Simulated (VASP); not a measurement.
Runs of VASP 6.6.1 on SnS. The structure is orthorhombic, space group Pnma (No. 62). Conventional cell: a = 11.102 Å, b = 3.986 Å, c = 4.230 Å, α = 90.00°, β = 90.00°, γ = 90.00°. Sn (site symmetry m) has 3 S at 2.63 to 2.68 Å as nearest neighbours. S (site symmetry m) is surrounded by 3 Sn at 2.63 to 2.68 Å. 

| task | level | cell | k mesh | cutoff (eV) | grid for exact exchange (PRECFOCK) | exchange at q = 0 | share of exact exchange | gap on the mesh (eV) | pressure (GPa) | largest force (eV/Å) |
| --- | --- | --- | --- | --- | --- | --- | --- | --- | --- | --- |
| band structure | PBE | Pnma, 23.4 Å³/atom | 2 × 4 × 4 | 520 | Fast | - | - | 0.77 | (b) | (c) |
| band structure | PBE-EpsX | Pnma, 23.4 Å³/atom | 2 × 4 × 4 | 520 | Fast | truncated | 0.0586 | 0.99 | 2.8 | 0.04 |
| band structure | PBE0 | Pnma, 23.4 Å³/atom | 2 × 4 × 4 | 520 | Fast | truncated | - | (a) | 1.3 | 0.23 |
| relaxation of cell and atoms | PBEsol | relaxed | 4 × 8 × 6 | 600 | - | - | - | 0.77 | 0.0 | 0.01 |

Alike in all rows: potentials or basis VASP PAW PBE potentials, release 64 (Sn_d, S); no spin polarisation; smearing gaussian 0.03 eV.

**Question.** Estimate the missing entries.

**Answer.** (a) 1.74; (b) 3.3; (c) 0.05.

Caveats: spin-orbit coupling is left out, which moves the levels of the heavy elements; the PAW data sets were made with another functional, which shifts forces and pressure a little (some runs).

A k mesh can miss the band edges, and the runs leave out spin-orbit coupling on Sn.
